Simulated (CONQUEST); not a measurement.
The system is C.

```
C
1.0
     2.52207    0.00000    0.00000
     0.00000    2.52207    0.00000
     0.00000    0.00000    3.56674
C
4
Direct
  0.00000 0.50000 0.25000
  0.50000 0.00000 0.75000
  0.00000 0.00000 0.50000
  0.50000 0.50000 0.00000
```

This isn't the form of C at room conditions, which is graphite.

Program: CONQUEST 1.3. Alike in all runs: task single point; no spin polarisation; cell as given; smearing fermi-dirac 0.05 eV.

Task: Order these runs on this cell by their pressure, lowest first.
A. level PBE; potentials or basis PseudoDojo NC PBE, SZ, grid cutoff 120 Ha; k mesh 8 × 8 × 6
B. level PBE; potentials or basis PseudoDojo NC PBE, SZP, grid cutoff 120 Ha; k mesh 8 × 8 × 6
C. level PBE; potentials or basis PseudoDojo NC PBE, DZ, grid cutoff 120 Ha; k mesh 8 × 8 × 6
D. level RPBE; potentials or basis PseudoDojo NC PBEsol, SZP, grid cutoff 120 Ha; k mesh 9 × 9 × 6
E. level PBE; potentials or basis PseudoDojo NC PBE, DZP, grid cutoff 120 Ha; k mesh 10 × 10 × 8

Result: E (7.7 GPa), C (13.5 GPa), B (18.5 GPa), D (20.4 GPa), A (23.2 GPa).

Caveats: the basis of atomic orbitals isn't converged, which shifts pressures, moduli and gaps; the real-space grid breaks the cell's symmetry a little; the atomic basis is small (some runs); the box holds several primitive cells, so bands are folded and the points are those of the box's own zone (some runs); so large a pressure means that the cell lies far from this level's equilibrium, or that cutoff or potentials fall short (some runs); the potentials were made for another functional, which shifts forces and pressure (some runs).
